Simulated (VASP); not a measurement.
VASP 6.6.1 run: BeS

INCAR

```
LREAL = Auto
LASPH = .TRUE.
NSW = 0
LCHARG = .FALSE.
GGA = PE
PREC = Accurate
EDIFF = 1E-7
IBRION = -1
NBANDS = 11
SIGMA = 0.02
LWAVE = .FALSE.
ISYM = -1
ISIF = 2
NELM = 120
ISMEAR = -1
ENCUT = 520
```

KPOINTS

```
KPOINTS created by Atomic Simulation Environment
0
Gamma
4 4 4
0 0 0
```

POSCAR

```
Be S
 1.0000000000000000
     0.0000000000000000    2.3868161129000001    2.2575659388000000
     2.3868161129000001    0.0000000000000000    2.2575659388000000
     2.3868161129000001    2.3868161129000001    0.0000000000000000
 Be  S
   1   1
Cartesian
  0.0000000000000000  0.0000000000000000  0.0000000000000000
  2.3868161129000001  2.3868161129000001  2.2575659388000000
```

The recommended PBE PAW datasets give the neutral cell 8 valence electrons.

Command

```
mpirun -np 1 vasp_std
```

OSZICAR

```
N       E                     dE             d eps       ncg     rms          rms(c)
DAV:   1     0.194916759843E+02    0.19492E+02   -0.39182E+03  1408   0.632E+02
DAV:   2    -0.766138500624E+01   -0.27153E+02   -0.25689E+02  1844   0.112E+02
DAV:   3    -0.883105461549E+01   -0.11697E+01   -0.11664E+01  1804   0.227E+01
DAV:   4    -0.883745006576E+01   -0.63955E-02   -0.63944E-02  1694   0.201E+00
DAV:   5    -0.883749304842E+01   -0.42983E-04   -0.42981E-04  1797   0.161E-01    0.578E+00
DAV:   6    -0.873138343816E+01    0.10611E+00   -0.25581E-01  1637   0.210E+00    0.398E+00
DAV:   7    -0.872864549953E+01    0.27379E-02   -0.81315E-02  1738   0.136E+00    0.181E+00
DAV:   8    -0.873004991044E+01   -0.14044E-02   -0.70433E-03  1606   0.433E-01    0.419E-01
DAV:   9    -0.873000659051E+01    0.43320E-04   -0.25091E-04  1636   0.934E-02    0.769E-02
DAV:  10    -0.873002120629E+01   -0.14616E-04   -0.36122E-05  1675   0.325E-02    0.145E-02
DAV:  11    -0.873002140342E+01   -0.19712E-06   -0.72096E-06  1693   0.134E-02    0.222E-03
DAV:  12    -0.873002153846E+01   -0.13504E-06   -0.23225E-07  1747   0.343E-03    0.382E-04
DAV:  13    -0.873002153893E+01   -0.47368E-09   -0.40495E-09   857   0.455E-04
   1 F= -.87300215E+01 E0= -.87300215E+01  d E =-.222062E-08
```

Standard output (part)

```
POSCAR found type information on POSCAR BeS
 POSCAR found :  2 types and       2 ions
|     You have a (more or less) 'small supercell' and for smaller cells       |
|     it is recommended to use the reciprocal-space projection scheme!        |
|     The real-space optimization is not efficient for small cells and it     |
|     is also less accurate ...                                               |
|     Therefore, set LREAL=.FALSE. in the INCAR file.                         |
 LDA part: xc-table for (Slater+PW92), standard interpolation
 POSCAR, INCAR and KPOINTS ok, starting setup
 WAVECAR not read
 entering main loop
```

From OUTCAR

```
k-points           NKPTS =     64   k-points in BZ     NKDIM =     64   number of bands    NBANDS=     11

   NELECT =       8.0000    total number of electrons

   dimension x,y,z NGX =    24 NGY =   24 NGZ =   28
   dimension x,y,z NGXF=    48 NGYF=   48 NGZF=   56

  energy-cutoff  :      520.00
  volume of cell :       25.72
      direct lattice vectors                 reciprocal lattice vectors
     0.000000000  2.386816113  2.257565939    -0.209484089  0.209484089  0.221477473
     2.386816113  0.000000000  2.257565939     0.209484089 -0.209484089  0.221477473
     2.386816113  2.386816113  0.000000000     0.209484089  0.209484089 -0.221477473

 k-points in reciprocal lattice and weights: KPOINTS created by Atomic Simulation Env
   0.00000000  0.00000000  0.00000000       0.016
   0.25000000 -0.00000000  0.00000000       0.016
   0.50000000 -0.00000000  0.00000000       0.016
  -0.25000000  0.00000000  0.00000000       0.016
  -0.00000000  0.25000000  0.00000000       0.016
   0.25000000  0.25000000  0.00000000       0.016
   0.50000000  0.25000000  0.00000000       0.016
  -0.25000000  0.25000000  0.00000000       0.016
   ...

 E-fermi :   6.5088

 k-point     1 :       0.0000    0.0000    0.0000
  band No.  band energies     occupation
      1      -8.5795      2.00000
      2       5.4788      2.00000
      3       6.1732      2.00000
      4       6.1732      2.00000
      5      11.1558      0.00000
      6      14.8896      0.00000
      7      14.8896      0.00000
      8      14.9958      0.00000
      9      14.9958      0.00000
     10      15.5408      0.00000
     11      16.9417      0.00000

 k-point     2 :       0.2500   -0.0000    0.0000
  band No.  band energies     occupation
      1      -7.7356      2.00000
      2       2.2234      2.00000
      3       5.7565      2.00000
      4       5.8252      2.00000
      5      11.1214      0.00000
      6      11.6016      0.00000
      7      12.3761      0.00000
      8      15.5787      0.00000
      9      17.1009      0.00000
     10      17.4363      0.00000
     11      17.4482      0.00000

 k-point     3 :       0.5000   -0.0000    0.0000
  band No.  band energies     occupation
      1      -6.4297      2.00000
      2      -0.7569      2.00000
      3       5.6035      2.00000
      4       5.8888      2.00000
      5       9.8933      0.00000
      6       9.9922      0.00000
      7      10.7829      0.00000
      8      16.1458      0.00000
      9      21.2343      0.00000
     10      21.6690      0.00000
     11      21.9659      0.00000

 k-point     4 :      -0.2500    0.0000    0.0000
  band No.  band energies     occupation
      1      -7.7356      2.00000
      2       2.2234      2.00000
      3       5.7565      2.00000
      4       5.8252      2.00000
      5      11.1214      0.00000
      6      11.6016      0.00000
      7      12.3761      0.00000
      8      15.5787      0.00000
      9      17.1009      0.00000
     10      17.4363      0.00000
     11      17.4482      0.00000

 k-point     5 :      -0.0000    0.2500    0.0000
  band No.  band energies     occupation
      1      -7.7356      2.00000
      2       2.2234      2.00000
      3       5.7565      2.00000
      4       5.8252      2.00000
      5      11.1214      0.00000
      6      11.6016      0.00000
      7      12.3761      0.00000
      8      15.5787      0.00000
      9      17.1009      0.00000
     10      17.4363      0.00000
     11      17.4482      0.00000

 ...

  Total       -0.5250119     -0.5250120      0.1705568     -0.0002267     -0.0010682     -0.0010681
  in kB      -32.7017781    -32.7017870     10.6235916     -0.0141202     -0.0665335     -0.0665319
  external PRESSURE =     -18.2599912 kB  Pullay stress =       0.0000000 kB

 POSITION                                       TOTAL-FORCE (eV/Angst)
 -----------------------------------------------------------------------------------
      0.00000      0.00000      0.00000        -0.000000      0.000000     -0.000000
      2.38682      2.38682      2.25757         0.000000     -0.000000      0.000000
 -----------------------------------------------------------------------------------
    total drift:                                0.000000     -0.000000      0.000000

  FREE ENERGIE OF THE ION-ELECTRON SYSTEM (eV)
  ---------------------------------------------------
  free  energy   TOTEN  =        -8.7300215389 eV

  energy  without entropy=       -8.7300215367  energy(sigma->0) =       -8.73002154
```

It converged. Results: gap between bands v and c on the k mesh 0.66 eV; least direct gap on the k mesh 3.65 eV; pressure -1.8 GPa. Band v is the last that the valence electrons fill when counted band by band, and c is the next.

These settings aren't sound, so the numbers aren't properties of the crystal.

On sound settings PBE gives a gap of 0.59 eV on its mesh and a pressure of -3.2 GPa for the intended cell.

The run took about 19 s on one core of a shared host (Intel Xeon Platinum 8488C) and held 0.14 GiB at most.
